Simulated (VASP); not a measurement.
# Sn (Im-3m) in VASP: notebook

Runs on Sn. Level: PBE. Tasks: single point.

Program: VASP 6.6.1. These are calculated values, not measurements. Logs are shortened: lines on timing, memory, paths and dates and some standing lists are left out, and cuts for length are marked.

## Step 1: Starting point

It takes space group Im-3m (No. 229, cubic). The conventional cell has a = 7.863 Å, b = 7.863 Å, c = 7.863 Å, α = 90.00°, β = 90.00°, γ = 90.00°. Sn (site symmetry -4m2) is surrounded by 4 Sn at 2.78 Å.

The cell was built by a generator and needn't be a form met in nature.

## Step 2: Single point, PBE

INCAR reads:

```
ALGO     = Fast           # electronic algorithm
EDIFF    = 1E-6           # SCF threshold, eV
ENCUT    = 520            # plane-wave cutoff, eV
GGA      = PE             # functional
ISIF     = 2              # what is computed and relaxed
ISMEAR   = 0              # smearing method
LASPH    = True           # aspherical terms in the spheres
LCHARG   = True           # write CHGCAR
LELF     = True           # ELF
LREAL    = False          # projectors in reciprocal space
LVHAR    = True         
LWAVE    = False          # write WAVECAR
NBANDS   = 51             # bands
NELM     = 100            # most SCF steps
PREC     = Accurate       # precision mode
SIGMA    = 0.1            # smearing width, eV
```

KPOINTS reads:

```
k-points
0
Gamma
  4 4 4
```

POSCAR reads:

```
Sn
1.0
   -3.9315137000      3.9315137000      3.9315137000
    3.9315137000     -3.9315137000      3.9315137000
    3.9315137000      3.9315137000     -3.9315137000
Sn
6
Direct
    0.7500000000      0.2500000000      0.5000000000
    0.2500000000      0.7500000000      0.5000000000
    0.5000000000      0.2500000000      0.7500000000
    0.7500000000      0.5000000000      0.2500000000
    0.5000000000      0.7500000000      0.2500000000
    0.2500000000      0.5000000000      0.7500000000
```

Potentials or basis: VASP PAW PBE potentials, release 64 (Sn_d).

Started as:

```console
$ cat potpaw_PBE.64/Sn_d/POTCAR > POTCAR
$ mpirun -np 1 vasp_std > vasp.out
```

OUTCAR:

```text
EDIFF = 1E-6
   ENCUT = 520
   GGA = PE
   ISIF = 2
   ISMEAR = 0
   LASPH = True
   LREAL = False
   NELM = 100
   PREC = Accurate

 ion  position               nearest neighbor table
   1  0.750  0.250  0.500-   3 2.78   4 2.78   6 2.78   5 2.78
   2  0.250  0.750  0.500-   3 2.78   5 2.78   6 2.78   4 2.78
   3  0.500  0.250  0.750-   1 2.78   4 2.78   6 2.78   2 2.78
   4  0.750  0.500  0.250-   1 2.78   2 2.78   5 2.78   3 2.78
   5  0.500  0.750  0.250-   1 2.78   2 2.78   4 2.78   6 2.78
   6  0.250  0.500  0.750-   2 2.78   3 2.78   5 2.78   1 2.78

  LATTYP: Found a body centered cubic cell.
 ALAT       =     7.8630274000

  Lattice vectors:

 A1 = (  -3.9315137000,   3.9315137000,   3.9315137000)
 A2 = (   3.9315137000,  -3.9315137000,   3.9315137000)
 A3 = (   3.9315137000,   3.9315137000,  -3.9315137000)

Analysis of symmetry for initial positions (statically):
=====================================================================
 Subroutine PRICEL returns:
 Original cell was already a primitive cell.

 Routine SETGRP: Setting up the symmetry group for a
 body centered cubic supercell.

 Subroutine GETGRP returns: Found 48 space group operations
 (whereof 48 operations were pure point group operations)
 out of a pool of 48 trial point group operations.

The static configuration has the point symmetry O_h .

Analysis of symmetry for dynamics (positions and initial velocities):
=====================================================================
 Subroutine PRICEL returns:
 Original cell was already a primitive cell.

 Routine SETGRP: Setting up the symmetry group for a
 body centered cubic supercell.

 Subroutine GETGRP returns: Found 48 space group operations
 (whereof 48 operations were pure point group operations)
 out of a pool of 48 trial point group operations.

The dynamic configuration has the point symmetry O_h .

 Subroutine INISYM returns: Found 48 space group operations
 (whereof 48 operations are pure point group operations),
 and found     1 'primitive' translations

----------------------------------------------------------------------------------------

                                     Primitive cell

  volume of cell :     243.0745

  direct lattice vectors                    reciprocal lattice vectors
    -3.931513700  3.931513700  3.931513700     0.000000000  0.127177479  0.127177479
     3.931513700 -3.931513700  3.931513700     0.127177479  0.000000000  0.127177479
     3.931513700  3.931513700 -3.931513700     0.127177479  0.127177479  0.000000000

  length of vectors
     6.809581479  6.809581479  6.809581479     0.179856115  0.179856115  0.179856115

  position of ions in fractional coordinates (direct lattice)
     0.750000000  0.250000000  0.500000000
     0.250000000  0.750000000  0.500000000
     0.500000000  0.250000000  0.750000000
     0.750000000  0.500000000  0.250000000
     0.500000000  0.750000000  0.250000000
     0.250000000  0.500000000  0.750000000

  ion indices of the primitive-cell ions
   primitive index   ion index
                 1           1
                 2           2
                 3           3
                 4           4
                 5           5
                 6           6

----------------------------------------------------------------------------------------

 KPOINTS: k-points

Automatic generation of k-mesh.
 Grid dimensions read from file:
 generate k-points for:    4    4    4

 Generating k-lattice:

  Cartesian coordinates                     Fractional coordinates (reciprocal lattice)
     0.000000000  0.031794370  0.031794370     0.250000000  0.000000000  0.000000000
     0.031794370  0.000000000  0.031794370     0.000000000  0.250000000  0.000000000
     0.031794370  0.031794370  0.000000000     0.000000000  0.000000000  0.250000000

  Length of vectors
     0.044964029  0.044964029  0.044964029

  Shift w.r.t. Gamma in fractional coordinates (k-lattice)
     0.000000000  0.000000000  0.000000000

 Subroutine IBZKPT returns following result:
 ===========================================

 Found      8 irreducible k-points:

 Following reciprocal coordinates:
            Coordinates               Weight
  0.000000  0.000000  0.000000      1.000000
  0.250000  0.000000  0.000000     12.000000
  0.500000  0.000000  0.000000      6.000000
  0.250000  0.250000  0.000000     24.000000
  0.250000  0.250000  0.250000      2.000000
 -0.250000  0.250000  0.250000      6.000000
  0.500000  0.500000  0.250000     12.000000
  0.500000  0.500000  0.500000      1.000000
   k-points           NKPTS =      8   k-points in BZ     NKDIM =      8   number of bands    NBANDS=     51
   number of dos      NEDOS =    301   number of ions     NIONS =      6
   total plane-waves  NPLWV = 157464
   dimension x,y,z NGX =    54 NGY =   54 NGZ =   54
   dimension x,y,z NGXF=   108 NGYF=  108 NGZF=  108
   ions per type =               6
   NGX,Y,Z   is equivalent  to a cutoff of  13.18, 13.18, 13.18 a.u.
   NGXF,Y,Z  is equivalent  to a cutoff of  26.37, 26.37, 26.37 a.u.
 SYSTEM =  unknown system
   PREC   = accura    normal or accurate (medium, high low for compatibility)
   ISTART =      0    job   : 0-new  1-cont  2-samecut
   ICHARG =      2    charge: 1-file 2-atom 10-const
   ISPIN  =      1    spin polarized calculation?
   LNONCOLLINEAR =      F non collinear calculations
   LSORBIT =      F    spin-orbit coupling
   LASPH  =      T    aspherical Exc in radial PAW
   ENCUT  =  520.0 eV  38.22 Ry    6.18 a.u.  12.66 12.66 12.66*2*pi/ulx,y,z
   NELM   =    100;   NELMIN=  2; NELMDL= -5     # of ELM steps
   EDIFF  = 0.1E-05   stopping-criterion for ELM
   LREAL  =      F    real-space projection
   EDIFFG = 0.1E-04   stopping-criterion for IOM
   NSW    =      0    number of steps for IOM
   IBRION =     -1    ionic relax: 0-MD 1-quasi-New 2-CG
   NFREE  =      0    steps in history (QN), initial steepest desc. (CG)
   ISIF   =      2    stress and relaxation
   ISYM   =      2    0-nonsym 1-usesym 2-fastsym
   POTIM  = 0.5000    time-step for ionic-motion
   TEBEG  =    0.0;   TEEND  =   0.0 temperature during run
   PSTRESS=    0.0 pullay stress
   NELECT =      84.0000    total number of electrons
   NUPDOWN=      -1.0000    fix difference up-down
   EMIN   =  10.00;   EMAX   =-10.00  energy-range for DOS
   EFERMI =   0.00;   METHOD = LEGACY
   ISMEAR =     0;   SIGMA  =   0.10  broadening in eV -4-tet -1-fermi 0-gaus
   EFERMI_NEDOS =   21; number of points for ismear=-14 and -15
   IALGO  =     68    algorithm
   IMIX   =      4    mixing-type and parameters
     AMIX     =   0.40;   BMIX     =  1.00
     AMIX_MAG =   1.60;   BMIX_MAG =  1.00
  volume/ion in A,a.u.               =      40.51       273.39
  Fermi-wavevector in a.u.,A,eV,Ry     =   1.148827  2.170969 17.957030  1.319805
  Thomas-Fermi vector in A             =   2.285500
   LORBIT       =      0    0 simple, 1 ext, 2 COOP (PROOUT), +10 PAW based schemes
   GGA     = PE    functional components
   LHFCALC =     F    Hartree Fock is set to
   AEXX    =    0.0000 exact exchange contribution
   IVDW    =     0    specifies the selected vdW correction
   LEPSILON=     F    determine dielectric tensor
   LRPA    =     F    only Hartree local field effects (RPA)
 non-spin polarized calculation
 RMM-DIIS sequential band-by-band and
 Gauss-broadening in eV      SIGMA  =   0.10
  energy-cutoff  :      520.00
  volume of cell :      243.07
 maximum number of plane-waves:      6602
 NGX is ok and might be reduce to    54
   NGX = 25   NGY = 25   NGZ = 25

 number of electron      84.0000040 magnetization

 Free energy of the ion-electron system (eV)
  ---------------------------------------------------
  ext. energy  EPLUGINS =         0.00000000
  ---------------------------------------------------
  free energy    TOTEN  =       -21.78888847 eV

  energy without entropy =      -21.78452732  energy(sigma->0) =      -21.78670790

 E-fermi :   4.2095     XC(G=0):  -7.7560

 val. band max:        4.2024810301   @ k =   0.5000   0.5000   0.5000
 cond. band min:       4.3201597151   @ k =  -0.2500   0.2500   0.2500
 fundamental gap:      0.1176786850
 Fermi energy:         4.2094979276

 k-point     1 :       0.0000    0.0000    0.0000
  band No.  band energies     occupation
      1     -17.5923      2.00000
      2     -17.5923      2.00000
      3     -17.5923      2.00000
      4     -17.5622      2.00000
      5     -17.5222      2.00000
      6     -17.5222      2.00000
[... 43 lines left out ...]
     50       9.5662      0.00000
     51       9.7189      0.00000

 k-point     2 :       0.2500    0.0000    0.0000
  band No.  band energies     occupation
      1     -17.6077      2.00000
      2     -17.5998      2.00000
      3     -17.5730      2.00000
      4     -17.5494      2.00000
      5     -17.5111      2.00000
      6     -17.5016      2.00000
[... 43 lines left out ...]
     50       8.2209      0.00000
     51       8.5133      0.00000

 k-point     3 :       0.5000    0.0000    0.0000
  band No.  band energies     occupation
      1     -17.6189      2.00000
      2     -17.6066      2.00000
      3     -17.5456      2.00000
      4     -17.5123      2.00000
      5     -17.4984      2.00000
      6     -17.4962      2.00000
[... 43 lines left out ...]
     50       7.7836      0.00000
     51       9.7149      0.00000

 k-point     4 :       0.2500    0.2500    0.0000
  band No.  band energies     occupation
      1     -17.6310      2.00000
      2     -17.5774      2.00000
      3     -17.5620      2.00000
      4     -17.5257      2.00000
      5     -17.5050      2.00000
      6     -17.4905      2.00000
[... 43 lines left out ...]
     50       8.5880      0.00000
     51       8.9429      0.00000

 k-point     5 :       0.2500    0.2500    0.2500
  band No.  band energies     occupation
      1     -17.6495      2.00000
      2     -17.5496      2.00000
      3     -17.5496      2.00000
      4     -17.5212      2.00000
      5     -17.5212      2.00000
      6     -17.5212      2.00000
[... 43 lines left out ...]
     50       7.3323      0.00000
     51       8.3749      0.00000

 k-point     6 :      -0.2500    0.2500    0.2500
  band No.  band energies     occupation
      1     -17.5930      2.00000
      2     -17.5930      2.00000
      3     -17.5833      2.00000
      4     -17.5430      2.00000
      5     -17.4888      2.00000
      6     -17.4812      2.00000
[... 43 lines left out ...]
     50       8.5575      0.00000
     51       8.9373      0.00000

 k-point     7 :       0.5000    0.5000    0.2500
  band No.  band energies     occupation
      1     -17.5994      2.00000
      2     -17.5906      2.00000
      3     -17.5612      2.00000
      4     -17.5096      2.00000
      5     -17.4923      2.00000
      6     -17.4732      2.00000
[... 43 lines left out ...]
     50       8.0970      0.00000
     51       8.1405      0.00000

 k-point     8 :       0.5000    0.5000    0.5000
  band No.  band energies     occupation
      1     -17.5720      2.00000
      2     -17.5720      2.00000
      3     -17.5720      2.00000
      4     -17.5005      2.00000
      5     -17.4552      2.00000
      6     -17.4552      2.00000
[... 43 lines left out ...]
     50       8.5371      0.00000
     51       8.5722      0.00000

------------------------ aborting loop because EDIFF is reached ----------------------------------------

  FORCE on cell =-STRESS in cart. coord.  units (eV):
  Direction    XX          YY          ZZ          XY          YZ          ZX
  --------------------------------------------------------------------------------------
  -------------------------------------------------------------------------------------
  Total        7.2359232      7.2359232      7.2359232      0.0000000      0.0000000      0.0000000
  in kB       47.6941548     47.6941548     47.6941548      0.0000000      0.0000000      0.0000000
  external PRESSURE =      47.6941548 kB  Pullay stress =       0.0000000 kB

 VOLUME and BASIS-vectors are now :
 -----------------------------------------------------------------------------
  energy-cutoff  :      520.00
  volume of cell :      243.07
      direct lattice vectors                 reciprocal lattice vectors
    -3.931513700  3.931513700  3.931513700     0.000000000  0.127177479  0.127177479
     3.931513700 -3.931513700  3.931513700     0.127177479  0.000000000  0.127177479
     3.931513700  3.931513700 -3.931513700     0.127177479  0.127177479  0.000000000

 POSITION                                       TOTAL-FORCE (eV/Angst)
 -----------------------------------------------------------------------------------
      0.00000      3.93151      1.96576         0.000000     -0.000000     -0.000000
      3.93151      0.00000      1.96576         0.000000      0.000000      0.000000
      1.96576      3.93151      0.00000         0.000000     -0.000000     -0.000000
      0.00000      1.96576      3.93151         0.000000     -0.000000      0.000000
      1.96576      0.00000      3.93151         0.000000     -0.000000      0.000000
      3.93151      1.96576      0.00000        -0.000000      0.000000     -0.000000
 -----------------------------------------------------------------------------------
    total drift:                                0.000000     -0.000000      0.000000

  FREE ENERGIE OF THE ION-ELECTRON SYSTEM (eV)
  ---------------------------------------------------
  free  energy   TOTEN  =       -21.7888884748 eV

  energy  without entropy=      -21.7845273192  energy(sigma->0) =      -21.78670790
```

Run time: 3.7 min. Hardware: 1 thread of Intel Xeon Platinum 8259CL at 2.50GHz (Skylake/Cascade Lake), shared host; peak memory 0.39 GiB.

What came out:

* Free energy: -21.7889 eV
* Pressure: 4.8 GPa
* Band gap on the k mesh: none (metal or under the smearing width)

## Step 3: Single point, PBE

This run uses another cell than the first one, of 45.95 Å³/atom, 1.134 times its volume.

INCAR reads:

```
ALGO     = Fast           # electronic algorithm
EDIFF    = 1E-6           # SCF threshold, eV
ENCUT    = 520            # plane-wave cutoff, eV
GGA      = PE             # functional
ISIF     = 2              # what is computed and relaxed
ISMEAR   = 0              # smearing method
LASPH    = T              # aspherical terms in the spheres
LCHARG   = F              # write CHGCAR
LREAL    = F              # projectors in reciprocal space
LWAVE    = F              # write WAVECAR
NBANDS   = 51             # bands
NELM     = 100            # most SCF steps
PREC     = Accurate       # precision mode
SIGMA    = 0.1            # smearing width, eV
```

KPOINTS reads:

```
k-points
0
Gamma
  8 8 8
```

Changes to POSCAR since step 2:

```diff
@@ -2,5 +2,5 @@
 1.0
-   -3.9315137000      3.9315137000      3.9315137000
-    3.9315137000     -3.9315137000      3.9315137000
-    3.9315137000      3.9315137000     -3.9315137000
+   -4.0999342406      4.0999342406      4.0999342406
+    4.0999342406     -4.0999342406      4.0999342406
+    4.0999342406      4.0999342406     -4.0999342406
 Sn
```

Potentials or basis: VASP PAW PBE potentials, release 64 (Sn_d).

Started as:

```console
$ cat potpaw_PBE.64/Sn_d/POTCAR > POTCAR
$ mpirun -np 1 vasp_std > vasp.out
```

OUTCAR:

```text
EDIFF = 1E-6
   ENCUT = 520
   GGA = PE
   ISIF = 2
   ISMEAR = 0
   LASPH = T
   LREAL = F
   NELM = 100
   PREC = Accurate

 ion  position               nearest neighbor table
   1  0.750  0.250  0.500-   3 2.90   4 2.90   6 2.90   5 2.90
   2  0.250  0.750  0.500-   3 2.90   5 2.90   6 2.90   4 2.90
   3  0.500  0.250  0.750-   1 2.90   4 2.90   6 2.90   2 2.90
   4  0.750  0.500  0.250-   1 2.90   2 2.90   5 2.90   3 2.90
   5  0.500  0.750  0.250-   1 2.90   2 2.90   4 2.90   6 2.90
   6  0.250  0.500  0.750-   2 2.90   3 2.90   5 2.90   1 2.90
[... 1505 lines left out ...]
  -------------------------------------------------------------------------------------
  Total       -0.0121310     -0.0121310     -0.0121310      0.0000000     -0.0000000      0.0000000
  in kB       -0.0705045     -0.0705045     -0.0705045      0.0000000     -0.0000000      0.0000000
  external PRESSURE =      -0.0705045 kB  Pullay stress =       0.0000000 kB

 VOLUME and BASIS-vectors are now :
 -----------------------------------------------------------------------------
  energy-cutoff  :      520.00
  volume of cell :      275.67
      direct lattice vectors                 reciprocal lattice vectors
    -4.099934241  4.099934241  4.099934241     0.000000000  0.121953176  0.121953176
     4.099934241 -4.099934241  4.099934241     0.121953176  0.000000000  0.121953176
     4.099934241  4.099934241 -4.099934241     0.121953176  0.121953176  0.000000000

 POSITION                                       TOTAL-FORCE (eV/Angst)
 -----------------------------------------------------------------------------------
      0.00000      4.09993      2.04997         0.000000     -0.000000     -0.000000
      4.09993      0.00000      2.04997        -0.000000      0.000000     -0.000000
      2.04997      4.09993      0.00000        -0.000000     -0.000000     -0.000000
      0.00000      2.04997      4.09993         0.000000     -0.000000      0.000000
      2.04997      0.00000      4.09993        -0.000000      0.000000      0.000000
      4.09993      2.04997      0.00000         0.000000      0.000000     -0.000000
 -----------------------------------------------------------------------------------
    total drift:                                0.000000     -0.000000      0.000000

  FREE ENERGIE OF THE ION-ELECTRON SYSTEM (eV)
  ---------------------------------------------------
  free  energy   TOTEN  =       -22.2369614116 eV

  energy  without entropy=      -22.2361028638  energy(sigma->0) =      -22.23653214
```

OSZICAR:

```text
N       E                     dE             d eps       ncg     rms          rms(c)
DAV:   1     0.879379790450E+03    0.87938E+03   -0.42201E+04  3087   0.215E+03
DAV:   2     0.109970713671E+03   -0.76941E+03   -0.75649E+03  2958   0.583E+02
DAV:   3    -0.151426293791E+02   -0.12511E+03   -0.12270E+03  3362   0.211E+02
DAV:   4    -0.222892508214E+02   -0.71466E+01   -0.71020E+01  3296   0.553E+01
DAV:   5    -0.225015211820E+02   -0.21227E+00   -0.21215E+00  3883   0.973E+00    0.490E+00
RMM:   6    -0.223252674459E+02    0.17625E+00   -0.13725E-01  3492   0.258E+00    0.292E+00
RMM:   7    -0.222139695073E+02    0.11130E+00   -0.29008E-01  3579   0.313E+00    0.344E-01
RMM:   8    -0.222301053423E+02   -0.16136E-01   -0.72777E-02  3584   0.173E+00    0.148E-01
RMM:   9    -0.222339626559E+02   -0.38573E-02   -0.24989E-02  3862   0.109E+00    0.120E-01
RMM:  10    -0.222365928609E+02   -0.26302E-02   -0.87378E-03  4585   0.589E-01    0.434E-02
RMM:  11    -0.222369274152E+02   -0.33455E-03   -0.14841E-03  4801   0.190E-01    0.133E-02
RMM:  12    -0.222369564906E+02   -0.29075E-04   -0.26453E-04  4840   0.721E-02    0.765E-03
RMM:  13    -0.222369607355E+02   -0.42448E-05   -0.79132E-05  3818   0.433E-02    0.396E-03
RMM:  14    -0.222369606731E+02    0.62360E-07   -0.27145E-05  3551   0.229E-02    0.107E-03
RMM:  15    -0.222369613342E+02   -0.66110E-06   -0.11333E-05  2617   0.131E-02    0.932E-04
RMM:  16    -0.222369614116E+02   -0.77318E-07   -0.26257E-06  2198   0.851E-03
   1 F= -.22236961E+02 E0= -.22236532E+02  d E =-.858548E-03
```

Wall time 9.1 min (1 thread of Intel Xeon Platinum 8259CL at 2.50GHz (Skylake/Cascade Lake), shared host); peak memory 0.56 GiB.

Results:

```yaml
Free_energy: -22.2370 eV
Pressure: 0.0 GPa
Band_gap_on_the_k_mesh: none (metal or under the smearing width)
```

Levels at points of the mesh, in eV from the Fermi level:
| k point | band 39 | band 40 | band 41 | band 42 | band 43 | band 44 | band 45 | band 46 |
| --- | --- | --- | --- | --- | --- | --- | --- | --- |
| (0.00, 0.00, 0.00) | -1.96 | -1.56 | -1.56 | -1.56 | 1.00 | 1.00 | 2.11 | 2.11 |
| (0.50, 0.00, 0.00) | -2.53 | -1.50 | -1.01 | -0.62 | 0.83 | 1.17 | 1.96 | 2.13 |
| (0.50, 0.50, 0.50) | -1.43 | -1.31 | -0.05 | -0.05 | -0.05 | 0.18 | 0.18 | 0.18 |
